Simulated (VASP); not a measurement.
## KMgF3: single point with PBE

Crystal: KMgF3.

```
K Mg F
1.0
     4.05388    0.00000    0.00000
     0.00000    4.05388    0.00000
     0.00000    0.00000    4.05388
K Mg F
1 1 3
Direct
  0.50000 0.50000 0.50000
  0.00000 0.00000 0.00000
  0.00000 0.50000 0.00000
  0.00000 0.00000 0.50000
  0.50000 0.00000 0.00000
```

The cell is a database's computed one.

- Program: VASP 6.6.1
- Task: single point
- Functional: PBE
- Potentials or basis: VASP PAW PBE potentials, release 64 (K_sv, Mg, F)
- Cutoff: 520 eV
- k mesh: 6 × 6 × 6
- Occupations: gaussian, width 0.02 eV
- Spin: no spin polarisation
- Dipole correction: no
- Further INCAR settings: ALGO = Fast; EDIFF = 1e-06; NBANDS = 24

```json
{
  "Pressure": "-0.4 GPa",
  "Band gap on the k mesh": "6.93 eV, indirect (least direct gap 7.25 eV)"
}
```

Levels at points of the mesh, in eV from the valence-band top:
| k point | band 12 | band 13 | band 14 | band 15 | band 16 | band 17 | band 18 | band 19 | band 20 | band 21 |
| --- | --- | --- | --- | --- | --- | --- | --- | --- | --- | --- |
| (0.00, 0.00, 0.00) | -0.58 | -0.58 | -0.32 | -0.32 | -0.32 | 6.93 | 10.01 | 10.01 | 12.10 | 12.10 |
| (0.50, 0.00, 0.00) | -0.80 | -0.80 | -0.80 | -0.50 | -0.50 | 9.80 | 9.94 | 10.99 | 12.57 | 12.57 |
| (0.50, 0.50, 0.00) | -0.95 | -0.95 | -0.85 | -0.85 | -0.02 | 10.61 | 11.44 | 12.16 | 12.16 | 12.61 |
| (0.50, 0.50, 0.50) | -1.07 | -1.07 | 0.00 | 0.00 | 0.00 | 10.24 | 10.24 | 10.24 | 13.57 | 14.49 |

Wall time 43 s on 1 thread of Intel(R) Xeon(R) Platinum 8375C CPU @ 2.90GHz (Ice Lake) (shared host), peak memory 0.17 GiB.

A k mesh can miss the band edges.
